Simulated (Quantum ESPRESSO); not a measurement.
# KTaO3 (Pm-3m): zone-centre phonons, part 3 of 3

Aim: the zone-centre modes of KTaO3 (Pm-3m).

Quantum ESPRESSO 7.5; DFT LDA, scalar-relativistic, plane waves, PseudoDojo norm-conserving pseudopotentials.

So far. Step 5 (Linear response at Γ): The acoustic modes at Γ come out as far as 1.4 cm⁻¹ from zero, where they should vanish, a small numerical error; the Born charges miss their sum rule by 0.028 e, which is fair. The relaxed cell has a = 3.939 Å (conventional setting).

### Step 6. Modes with the sum rule

A rigid shift of the crystal must cost nothing, but grids and finite bases break this; the acoustic sum rule is imposed before the matrix is diagonalised again. With Born charges the intensities follow, and the static dielectric tensor.

File dynmat.in:

```
&INPUT
  fildyn = 'g.dyn'
  asr    = 'simple'
  fileig = 'dynmat.eig'
  lperm  = .true.
/
```

The run is started by

```
$ dynmat.x -in dynmat.in > dynmat.out
```

The log of the run:

```text
[banner, memory and clock lines left out]
Program DYNMAT v.7.5

     Reading Dynamical Matrix from file g.dyn
     ...Force constants read
     ...epsilon and Z* read
     A direction for q was not specified:TO-LO splitting will be absent

     Polarizability (A^3 units)
     multiply by 0.403313 for Clausius-Mossotti correction
        21.578966    0.000000    0.000000
         0.000000   21.578966    0.000000
         0.000000    0.000000   21.578966

     IR activities are in (D/A)^2/amu units

# mode   [cm-1]    [THz]      IR
    1      0.00    0.0000    0.0000
    2      0.00    0.0000    0.0000
    3      0.00    0.0000    0.0000
    4     91.54    2.7443   45.7517
    5     91.54    2.7443   45.7517
    6     91.54    2.7443   45.7517
    7    184.39    5.5279    5.4716
    8    184.39    5.5279    5.4716
    9    184.39    5.5279    5.4716
   10    248.93    7.4627    0.0000
   11    248.93    7.4627    0.0000
   12    248.93    7.4627    0.0000
   13    555.45   16.6520   28.3274
   14    555.45   16.6520   28.3274
   15    555.45   16.6520   28.3274

Electronic dielectric permittivity tensor (relative, adimensional)
         5.438391    0.000000    0.000000
         0.000000    5.438391    0.000000
         0.000000    0.000000    5.438391

 ... with zone-center polar mode contributions
       204.867149   -0.000000    0.000000
        -0.000000  204.867149    0.000000
         0.000000    0.000000  204.867149

[end of the log left out, with the tail of the file of modes that dynmat.x writes under the same name]
```

Elapsed: 0.58 s, on 1 thread of AMD EPYC 9R45, shared host.

Read from the output:

```yaml
lowest_optical_zone_centre_mode: 91.54 cm⁻¹
mean_static_dielectric_constant: 204.9
```

Unit eigenvectors of the mass-weighted matrix after the sum rule; no LO-TO term. Modes at Γ, with each element's share of the kinetic energy:

| mode | frequency (cm⁻¹) | symmetry | K % | Ta % | O % |
| --- | --- | --- | --- | --- | --- |
| 1 | 0.0 | acoustic | 15 | 68 | 18 |
| 2 | 0.0 | acoustic | 15 | 68 | 18 |
| 3 | 0.0 | acoustic | 15 | 68 | 18 |
| 4 | 91.5 | T1u | 4 | 27 | 70 |
| 5 | 91.5 | T1u | 4 | 27 | 70 |
| 6 | 91.5 | T1u | 4 | 27 | 70 |
| 7 | 184.4 | T1u | 82 | 6 | 13 |
| 8 | 184.4 | T1u | 82 | 6 | 13 |
| 9 | 184.4 | T1u | 82 | 6 | 13 |
| 10 | 248.9 | T2u | 0 | 0 | 100 |
| 11 | 248.9 | T2u | 0 | 0 | 100 |
| 12 | 248.9 | T2u | 0 | 0 | 100 |
| 13 | 555.4 | T1u | 0 | 0 | 100 |
| 14 | 555.4 | T1u | 0 | 0 | 100 |
| 15 | 555.4 | T1u | 0 | 0 | 100 |

Displacements in mode 6 (91.5 cm⁻¹), the largest set to 1:
```
K1   0.02  0.11 -0.24
Ta2 -0.03 -0.14  0.30
O3   0.08  0.48 -1.00
O4   0.09  0.39 -1.00
O5   0.09  0.48 -0.81
```

Displacements in mode 12 (248.9 cm⁻¹), the largest set to 1:
```
K1   0.00  0.00  0.00
Ta2  0.00  0.00  0.00
O3   0.00  0.19  1.00
O4  -0.30  0.00 -1.00
O5   0.30 -0.19  0.00
```

Degenerate modes summed, no LO-TO term. Lines of the infrared spectrum (strongest = 100):

```csv
position (cm⁻¹),lines merged,label,"IR intensity, relative"
92,3,T1u,100
184,3,T1u,12
249,3,T2u,0.0
555,3,T1u,62
```

Static dielectric tensor (ions relaxed, fixed cell):

```
204.9   0.0   0.0
  0.0 204.9   0.0
  0.0   0.0 204.9
```

The rule moves no optical mode by more than 0.1 cm⁻¹.

### Step 7. Modes along a direction of q (1 0 0)

A longitudinal polar mode sets up a macroscopic field that stiffens it; the term hangs on the direction from which q goes to zero.

File dynmat.in:

```
&INPUT
  fildyn = 'g.dyn'
  asr    = 'simple'
  fileig = 'dynmat.eig'
  q(1)   = 1.0
  q(2)   = 0.0
  q(3)   = 0.0
/
```

The run is started by

```
$ dynmat.x -in dynmat.in > dynmat.out
```

The log of the run:

```text
[banner, memory and clock lines left out]
Program DYNMAT v.7.5

     Reading Dynamical Matrix from file g.dyn
     ...Force constants read
     ...epsilon and Z* read

     Polarizability (A^3 units)
     multiply by 0.403313 for Clausius-Mossotti correction
        21.578966    0.000000    0.000000
         0.000000   21.578966    0.000000
         0.000000    0.000000   21.578966

     IR activities are in (D/A)^2/amu units

# mode   [cm-1]    [THz]      IR
    1     -0.00   -0.0000    0.0000
    2     -0.00   -0.0000    0.0000
    3      0.00    0.0000    0.0000
    4     91.54    2.7443   45.7517
    5     91.54    2.7443   45.7517
    6    175.82    5.2710    0.0365
    7    184.39    5.5279    5.4716
    8    184.39    5.5279    5.4716
    9    248.93    7.4627    0.0000
   10    248.93    7.4627    0.0000
   11    248.93    7.4627    0.0000
   12    399.54   11.9779    6.6964
   13    555.45   16.6520   28.3274
   14    555.45   16.6520   28.3274
   15    819.14   24.5573   72.8178

[end of the log left out, with the tail of the file of modes that dynmat.x writes under the same name]
```

Wall time 0.57 s (1 thread).

Read from the output:

| Quantity | Value |
| --- | --- |
| highest mode moved by the LO-TO term | 819.1 cm⁻¹ |

Zone-centre frequencies as printed; negative means imaginary. Modes:

```csv
mode,frequency (cm⁻¹)
1,0
2,0
3,0
4,91.54
5,91.54
6,175.8
7,184.4
8,184.4
9,248.9
10,248.9
11,248.9
12,399.5
13,555.5
14,555.5
15,819.1
```

The field moves 3 modes; the highest of them now lies at 819 cm⁻¹, where the highest that moved away lay at 556.

### Step 8. Outcome

| Property | Result |
| --- | --- |
| space group after relaxation | Pm-3m |
| volume per atom | 12.2 Å³ |
| gap on the k-mesh | 2.17 eV |
| highest optical zone-centre mode (no LO-TO term) | 555.5 cm⁻¹ |
| lowest optical zone-centre mode | 91.5 cm⁻¹ |
| highest mode moved by the LO-TO term | 819.1 cm⁻¹ |
| mean high-frequency dielectric constant | 5.44 |
| largest Born charge in size (third of the trace) | 8.72 e |
| mean static dielectric constant | 204.9 |
| imaginary optical modes at the zone centre (no q mesh in this session) | none |

What this shows: At the LDA level the optical modes of KTaO3 (Pm-3m) at the zone centre (no LO-TO term) run from 92 to 555 cm⁻¹. Along the directions run, the highest mode that the macroscopic field moves lies at 819 cm⁻¹. Lattice motion raises the mean dielectric constant from 5.438 to 204.9. Of the 12 optical modes, 9 are infrared active alone and 3 are silent. Left out of this account: PBE with PseudoDojo NC, since it is gradient-corrected and no frozen-mode check or second program bears its response out; PBEsol with PseudoDojo NC, since it is gradient-corrected and no frozen-mode check or second program bears its response out. What is said of the levels holds for those shown. These are harmonic frequencies at zero temperature: anharmonic shifts and linewidths and thermal expansion are left out. Spin-orbit coupling is left out, which can matter for the heavy elements here.

[Host names and launcher messages were left out of these logs when they were recorded.]

[Logs are printed without paths, hosts, clocks, repeated set-up lines and the standing remarks that a program may print on its own settings, such as how far it seeks lower states.]

[Hosts, paths, dates, database ids (printed as entryN), source tags and the programs' standing remarks are cut or masked in the printed files.]
